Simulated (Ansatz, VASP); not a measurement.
## Au: VASP beside Ansatz

```
Au
1.0
     0.00000    2.06178    2.06178
     2.06178    0.00000    2.06178
     2.06178    2.06178    0.00000
Au
1
Direct
  0.00000 0.00000 0.00000
```

Change from the starting cell: volume scaled by 1.04.

Alike in both runs: task single point; functional PBE; k mesh 11 × 11 × 11; occupations fermi-dirac, width 0.05 eV; no spin polarisation.

|  | VASP | Ansatz |
| --- | --- | --- |
| version | VASP 6.6.1 | Ansatz 0.2.0 |
| potentials or method | VASP PAW PBE potentials, release 64 (Au) | Ansatz PAW |
| plane-wave cutoff (eV) | 520 | 420 |
| valence electrons in the cell | 11 | 19 |

Ansatz gave:

```
gap on the k mesh at the Fermi level (eV) : none
pressure (GPa)                            : 3.7
```

Problem. Estimate VASP's values.

Solution. gap on the k mesh at the Fermi level (eV): none; pressure (GPa): 3.4.

A gap of «none» marks a metal or a gap that the smearing closes. The two sets of potentials don't hold the same shells in valence.

Spin-orbit coupling is left out, which matters for the levels of Au.
